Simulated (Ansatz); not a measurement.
Cubic perovskite LaAlO₃ (cubic high-temperature phase), treated with LDA (PAW; Ansatz, a quantum-chemistry and plane-wave program).

Run with plane-wave cutoff 520 eV, 10×10×10 k mesh, Fermi–Dirac smearing 0.01 eV, scalar-relativistic PAW data made under PBE.

The volume scan:

```tsv
V (Å³/atom)	E − E_lowest (meV/atom)
9.822	29.11
10.031	12.46
10.240	3.00
10.449	0.00
10.658	2.83
10.867	10.90
11.076	23.70
```

### Question
What bulk modulus B0 and pressure derivative B′ does a third-order Birch–Murnaghan fit give?

### Answer
V0 = 10.448 Å³/atom, B0 = 223 GPa, B′ = 4.2 (fit to the energies at full precision).

Measured, for comparison: bulk modulus 215 ± 4 GPa (room temperature, no zero-point or thermal correction, cubic phase above 14 GPa, extrapolated to zero pressure; as tabulated in Guennou et al. (2011), arXiv:1105.1276). Computed (rounded) less measured: bulk modulus +4 %. A static lattice is as a rule a little smaller and stiffer than an uncorrected measurement, which narrows the difference in the bulk modulus and would widen misses of the other sign.

Note: the relaxation could not lower the start's symmetry, so the cell can be a saddle point above a distorted one.

Spin–orbit coupling is not included.

Computed values are for the static lattice.

Cost on a shared machine: very roughly 60 core-seconds.
